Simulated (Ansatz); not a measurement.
# Fe2Ni: the cost of one run

Program: Ansatz 0.2.0. Level of theory: DFT PBE, scalar-relativistic, plane waves, PAW. These are calculated values, not measurements.

### 1 The starting structure

The structure is orthorhombic, space group Immm (No. 71). Conventional cell: a = 2.975 Å, b = 4.976 Å, c = 5.018 Å, α = 90.00°, β = 90.00°, γ = 90.00°. Fe (site symmetry m2m) is surrounded by 2 Ni at 2.08 Å and 1 Fe at 2.08 Å. Ni (site symmetry mmm) has 4 Fe at 2.08 Å as nearest neighbours.

Structure file:

```
CELL_PARAMETERS angstrom
-1.48743 2.48811 2.50923
1.48743 -2.48811 2.50923
1.48743 2.48811 -2.50923
ATOMIC_POSITIONS crystal
Fe 0.29110 0.50000 0.79110
Fe 0.70890 0.50000 0.20890
Ni 0.00000 0.00000 0.00000
```

Recipe of the guess: random cell by space group and Wyckoff sites (Immm, No. 71). Lengths come from tabulated atomic sizes and are only a guess.

### 2 A first look at the guess

input.yaml

```yaml
crystal:
  lattice:
    - [-1.48743371, 2.48811194, 2.50922536]
    - [1.48743371, -2.48811194, 2.50922536]
    - [1.48743371, 2.48811194, -2.50922536]
  atoms:
    - { symbol: Fe, position: [0.29110194, 0.5, 0.79110194], spin: 4.0 }
    - { symbol: Fe, position: [0.70889806, 0.5, 0.20889806], spin: 4.0 }
    - { symbol: Ni, position: [0.0, 0.0, 0.0], spin: 2.0 }
basis:
  ecutwfc: 420
kpoints:
  mp_grid: { grid: [6, 6, 6] }
hamiltonian:
  xc: pbe
scf:
  occupations: { method: gaussian, width: 0.1 }
  lower_state_search: "off"
output:
  forces: true
  stress: true
  eigenvalues: true
  populations: true
magnetization:
  spin_polarized: true
```

On the command line:

```bash
$ ansatz run input.yaml --threads 4 --pin off --max-ram 8192MiB --backend cpu --events-out ev --progress --plain --runs-dir out
```

**Question.** How long does this run take on 4 threads of Intel Xeon at 2.70GHz, shared host, and how much memory does it need?

About 5.4 s, with a peak of 0.45 GiB.
